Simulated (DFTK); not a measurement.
# AgCl (Chlorargyrite) (Fm-3m) in DFTK: further runs

One crystal, AgCl (Chlorargyrite), is run at these levels: PBE0, HSE06; tasks: single point.

All numbers are computed with DFTK 0.8.2; they aren't measurements. Logs are shortened: lines on timing, memory, paths and dates and some standing lists are left out, and cuts for length are marked.

**1. The crystal as given**

Symmetry: Fm-3m, No. 225, cubic system. The conventional cell has a = 5.470 Å, b = 5.470 Å, c = 5.470 Å, α = 90.00°, β = 90.00°, γ = 90.00°. Ag (site symmetry m-3m) has 6 Cl at 2.74 Å as nearest neighbours. Cl (site symmetry m-3m) has 6 Ag at 2.74 Å as nearest neighbours.

**2. Single point, PBE0**

Input file run.jl:

```julia
using DFTK
using PseudoPotentialData
using Unitful, UnitfulAtomic
using LinearAlgebra, Printf
include("save.jl")
disable_threading()

lines = readlines("AgCl.cif")
tag(name) = parse(Float64, split(only(filter(startswith(name), lines)))[2])
a, b, c = tag.(["_cell_length_a", "_cell_length_b", "_cell_length_c"])
α, β, γ = deg2rad.(tag.(["_cell_angle_alpha", "_cell_angle_beta", "_cell_angle_gamma"]))
cx, cy  = cos(β), (cos(α) - cos(β) * cos(γ)) / sin(γ)
lattice = austrip(1u"Å") * [a b*cos(γ) c*cx; 0 b*sin(γ) c*cy; 0 0 c*sqrt(1 - cx^2 - cy^2)]
sites     = split.(lines[findlast(startswith("_atom_site_"), lines)+1:end])
symbols   = [Symbol(s[2]) for s in sites]
positions = [parse.(Float64, s[5:7]) for s in sites]
pseudopotentials = PseudoFamily("cp2k.nc.sr.pbe.v0_1.semicore.gth")
elements = Dict(s => ElementPsp(s, pseudopotentials) for s in unique(symbols))
atoms    = [elements[s] for s in symbols]

build_model(lattice, positions; symmetries=false) =
    model_DFT(lattice, atoms, positions;
              functionals=PBE0(),
              temperature=austrip(0.05u"eV"),
              smearing=Smearing.FermiDirac(),
              symmetries)
Ecut  = 37.0  # hartree
kgrid = [2, 2, 2]
tol   = 1e-5
to_GPa = ustrip(uconvert(u"GPa", 1u"hartree/bohr^3"))

model = build_model(lattice, positions)
basis = PlaneWaveBasis(model; Ecut, kgrid, use_symmetries_for_kpoint_reduction=false)
display(basis)
# start from PBE orbitals
model_pbe  = model_DFT(model.lattice, atoms, model.positions; functionals=PBE(), model.temperature, model.smearing, symmetries=false)
basis_pbe  = PlaneWaveBasis(model_pbe; Ecut, kgrid, basis.fft_size, use_symmetries_for_kpoint_reduction=false)
scfres_pbe = self_consistent_field(basis_pbe; tol=1e-4, nbandsalg=AdaptiveBands(model_pbe; n_bands_converge=14))
scfres = self_consistent_field(basis;
                               tol,
                               nbandsalg=AdaptiveBands(model; n_bands_converge=14),
                               scfres_pbe.ρ,
                               scfres_pbe.ψ,
                               scfres_pbe.occupation,
                               scfres_pbe.eigenvalues,
                               solver=ScfDampingSolver(),
                               exxalg=AceExx(; sketch_with_extra_orbitals=true))
display(scfres.energies)
@printf "Fermi level: %.6f eV\n" ustrip(auconvert(u"eV", something(scfres.εF, NaN)))
forces = compute_forces_cart(scfres)
println("Forces (eV/Å)")
for (s, f) in zip(symbols, forces)
    @printf "%-3s %12.6f %12.6f %12.6f\n" s ustrip.(auconvert.(u"eV/Å", f))...
end
println("Levels at the first k-point (eV): ", round.(ustrip.(auconvert.(u"eV", scfres.eigenvalues[1][1:scfres.n_bands_converge])); digits=4))
save_scf!(scfres; forces)
```

Input file AgCl.cif:

```cif
data_AgCl
_cell_length_a 3.86787409
_cell_length_b 3.86787409
_cell_length_c 3.86787409
_cell_angle_alpha 60.00000000
_cell_angle_beta 60.00000000
_cell_angle_gamma 60.00000000
_space_group_name_H-M_alt 'P1'
_space_group_name_Hall 'P 1'
_space_group_IT_number 1
loop_
_space_group_symop_operation_xyz
'x,y,z'
loop_
_atom_site_label
_atom_site_type_symbol
_atom_site_symmetry_multiplicity
_atom_site_Wyckoff_symbol
_atom_site_fract_x
_atom_site_fract_y
_atom_site_fract_z
_atom_site_occupancy
Ag1 Ag 1 a 0.0000000000 0.0000000000 0.0000000000 1
Cl1 Cl 1 a 0.5000000000 0.5000000000 0.5000000000 1
```

Potentials or basis: cp2k.nc.sr.pbe.v0_1.semicore.gth (PBE, GTH).

Run with:

```bash
$ julia --threads=1 run.jl  # save.jl only writes the numbers to a file and isn't shown; printed stress counts tension as positive; times include loading and compiling
```

What it wrote:

```text
PlaneWaveBasis discretization:

    Ecut                 : 37.0 Ha
    fft_size             : (45, 45, 45), 91125 total points
    kgrid                : MonkhorstPack([2, 2, 2])
    num.   red. kpoints  : 8
    num. irred. kpoints  : 8

    Discretized Model(hyb_gga_xc_pbeh, 3D):
        lattice (in Bohr)    : [7.30922   , 3.65461   , 3.65461   ]
                               [0         , 6.32997   , 2.10999   ]
                               [0         , 0         , 5.96796   ]
        unit cell volume     : 276.12 Bohr³

        atoms                : AgCl
        pseudopot. family    : PseudoFamily("cp2k.nc.sr.pbe.v0_1.semicore.gth")

        num. electrons       : 18
        spin polarization    : none
        temperature          : 0.0018375 Ha
        smearing             : DFTK.Smearing.FermiDirac()

        terms                : Kinetic()
                               AtomicLocal()
                               AtomicNonlocal()
                               Ewald(nothing)
                               PspCorrection()
                               Hartree()
                               Xc(hyb_gga_xc_pbeh)
                               ExactExchange(0.25, ProbeCharge{BareCoulomb}(BareCoulomb(), nothing))
                               Entropy()
n     Energy            log10(ΔE)   log10(Δρ)   Diag   Δtime
---   ---------------   ---------   ---------   ----   ------
  1   -51.00721333339                    0.17    7.6    3.06s
  2   -51.90470324623       -0.05       -0.42    4.1    2.72s
  3   -51.95017397215       -1.34       -0.57    3.1    2.12s
  4   -51.99329660271       -1.37       -0.85    4.0    1.36s
  5   -51.99485102182       -2.81       -0.90    1.0    1.78s
  6   -52.00182887342       -2.16       -1.59    3.1    1.34s
  7   -52.00192558629       -4.01       -2.35    1.0    1.60s
  8   -52.00193373198       -5.09       -2.79    2.6    1.11s
  9   -52.00193328734   +   -6.35       -2.86    2.0    1.72s
 10   -52.00193456550       -5.89       -3.25    1.0    779ms
 11   -52.00193502668       -6.34       -3.75    2.1    1.80s
 12   -52.00193508088       -7.27       -4.26    2.1    1.04s
n     Energy            log10(ΔE)   log10(Δρ)   Diag   Δtime
---   ---------------   ---------   ---------   ----   ------
  1   -51.73061577681                   -1.58    1.0    64.0s
  2   -51.73074611280       -3.88       -1.72    1.0    85.1s
  3   -51.73094710604       -3.70       -1.94    7.4    79.7s
  4   -51.73108943466       -3.85       -2.27    6.0    80.4s
  5   -51.73112672971       -4.43       -2.64    6.1    88.5s
  6   -51.73113305998       -5.20       -3.03    6.1    93.7s
  7   -51.73113379574       -6.13       -3.42    6.1    81.0s
  8   -51.73113384714       -7.29       -3.79    6.1    79.4s
  9   -51.73113384807       -9.03       -4.18    6.0    81.9s
 10   -51.73113384811      -10.51       -4.58    5.8    84.0s
 11   -51.73113384821      -10.00       -5.01    5.8    84.7s
Energy breakdown (in Ha):
    Kinetic             38.7713434
    AtomicLocal         -39.0520015
    AtomicNonlocal      -9.4227422
    Ewald               -45.8190757
    PspCorrection       1.4998609
    Hartree             10.8071135
    Xc                  -6.7621503
    ExactExchange       -1.7534820
    Entropy             -0.0000000

    total               -51.731133848206
Fermi level: 5.251564 eV
Forces (eV/Å)
Ag     -0.000000    -0.000000     0.000000
Cl      0.000000     0.000000    -0.000000
Levels at the first k-point (eV): [-12.8303, 0.9318, 0.9318, 0.9433, 0.9433, 0.9433, 1.1793, 1.1793, 1.1793, 6.648, 16.8038, 16.8038, 16.8038, 18.0768]
```

Wall time 16 min (1 thread of Intel Xeon Platinum 8488C (Sapphire Rapids), shared host); peak memory 1.9 GiB.

The run converged, but some of its settings lie outside the range that counts as converged, so its numbers aren't taken as properties of the crystal.

Results:

| Property | Result |
| --- | --- |
| Free energy | -1407.6759 eV |
| Band gap on the k mesh | 2.79 eV, indirect (least direct gap 5.47 eV) |

Caveat: the k mesh is coarse (spacing up to 0.99 Å⁻¹), so the values aren't converged, least of all with exact exchange; the cutoff is short for these potentials, so energies and forces aren't converged, fitted volumes are rough and the log's stress (off by 3 to 10 GPa or more in trials) isn't used; the program's treatment of exact exchange at zero wave vector lowers gaps by one to five hundredths of an eV on this mesh and cutoff; the potentials were made for another functional, which shifts forces and pressure.

**3. Single point, HSE06**

Changes to run.jl since step 2:

```diff
@@ -16,3 +16,3 @@
 positions = [parse.(Float64, s[5:7]) for s in sites]
-pseudopotentials = PseudoFamily("cp2k.nc.sr.pbe.v0_1.semicore.gth")
+pseudopotentials = PseudoFamily("cp2k.nc.sr.pbe.v0_1.largecore.gth")
 elements = Dict(s => ElementPsp(s, pseudopotentials) for s in unique(symbols))
@@ -22,3 +22,3 @@
     model_DFT(lattice, atoms, positions;
-              functionals=PBE0(),
+              functionals=HSE(),
               temperature=austrip(0.05u"eV"),
```

AgCl.cif is that of step 2.

Potentials or basis: cp2k.nc.sr.pbe.v0_1.largecore.gth (PBE, GTH).

Run with:

```bash
$ julia --threads=1 run.jl  # save.jl only writes the numbers to a file and isn't shown; printed stress counts tension as positive; times include loading and compiling
```

What it wrote:

```text
PlaneWaveBasis discretization:

    Ecut                 : 37.0 Ha
    fft_size             : (45, 45, 45), 91125 total points
    kgrid                : MonkhorstPack([2, 2, 2])
    num.   red. kpoints  : 8
    num. irred. kpoints  : 8

    Discretized Model(hyb_gga_xc_hse06, 3D):
        lattice (in Bohr)    : [7.30922   , 3.65461   , 3.65461   ]
                               [0         , 6.32997   , 2.10999   ]
                               [0         , 0         , 5.96796   ]
        unit cell volume     : 276.12 Bohr³

        atoms                : AgCl
        pseudopot. family    : PseudoFamily("cp2k.nc.sr.pbe.v0_1.largecore.gth")

        num. electrons       : 18
        spin polarization    : none
        temperature          : 0.0018375 Ha
        smearing             : DFTK.Smearing.FermiDirac()

        terms                : Kinetic()
                               AtomicLocal()
                               AtomicNonlocal()
                               Ewald(nothing)
                               PspCorrection()
                               Hartree()
                               Xc(hyb_gga_xc_hse06)
                               ExactExchange(0.25, ShortRangeCoulomb{Float64}(0.11))
                               Entropy()
n     Energy            log10(ΔE)   log10(Δρ)   Diag   Δtime
---   ---------------   ---------   ---------   ----   ------
  1   -51.00684089627                    0.17    7.5    2.88s
  2   -51.90455886002       -0.05       -0.42    4.1    2.59s
  3   -51.95007994489       -1.34       -0.57    4.2    2.08s
  4   -51.99328512993       -1.36       -0.85    3.1    1.25s
  5   -51.99482650285       -2.81       -0.90    1.0    1.52s
  6   -52.00182932832       -2.15       -1.59    3.1    1.26s
  7   -52.00192573466       -4.02       -2.35    1.0    1.50s
  8   -52.00193371553       -5.10       -2.79    2.5    1.04s
  9   -52.00193328642   +   -6.37       -2.86    2.0    1.67s
 10   -52.00193456077       -5.89       -3.25    1.0    830ms
 11   -52.00193502322       -6.33       -3.74    2.2    1.67s
 12   -52.00193508163       -7.23       -4.28    2.1    1.01s
n     Energy            log10(ΔE)   log10(Δρ)   Diag   Δtime
---   ---------------   ---------   ---------   ----   ------
  1   -51.77300587844                   -1.57    1.0    59.7s
  2   -51.77314583249       -3.85       -1.69    1.0    77.8s
  3   -51.77337063189       -3.65       -1.87    7.4    77.1s
  4   -51.77354388076       -3.76       -2.14    5.5    78.5s
  5   -51.77360216645       -4.23       -2.44    6.1    75.4s
  6   -51.77361734978       -4.82       -2.75    6.1    76.6s
  7   -51.77362083375       -5.46       -3.06    6.1    76.5s
  8   -51.77362161378       -6.11       -3.37    6.1    76.5s
  9   -51.77362176370       -6.82       -3.69    6.1    77.1s
 10   -51.77362179344       -7.53       -4.01    6.1    76.7s
 11   -51.77362179932       -8.23       -4.33    6.1    74.2s
 12   -51.77362180048       -8.94       -4.66    6.1    77.8s
 13   -51.77362180071       -9.64       -4.98    6.1    76.1s
 14   -51.77362180075      -10.34       -5.31    6.0    76.5s
Energy breakdown (in Ha):
    Kinetic             38.7833910
    AtomicLocal         -39.0642393
    AtomicNonlocal      -9.4254174
    Ewald               -45.8190757
    PspCorrection       1.4998609
    Hartree             10.8112447
    Xc                  -7.0378125
    ExactExchange       -1.5215734
    Entropy             -0.0000000

    total               -51.773621800751
Fermi level: 5.191024 eV
Forces (eV/Å)
Ag      0.000000     0.000000     0.000000
Cl     -0.000000    -0.000000    -0.000000
Levels at the first k-point (eV): [-12.528, 1.2302, 1.2302, 1.2397, 1.2397, 1.2397, 1.4884, 1.4884, 1.4884, 6.23, 16.412, 16.412, 16.412, 17.6607]
```

It took 19 min on 1 thread of Intel Xeon Platinum 8488C (Sapphire Rapids), shared host; peak memory 1.9 GiB.

These settings aren't checked as converged: the numbers below hold their error.

Results:

```
Free energy            : -1408.8320 eV
Band gap on the k mesh : 2.08 eV, indirect (least direct gap 4.74 eV)
```

Caveat: the k mesh is coarse (spacing up to 0.99 Å⁻¹), so the values aren't converged, least of all with exact exchange; the cutoff is short for these potentials, so energies and forces aren't converged, fitted volumes are rough and the log's stress (off by 3 to 10 GPa or more in trials) isn't used; this program's HSE differs a little from the usual definition; the potentials were made for another functional, which shifts forces and pressure.
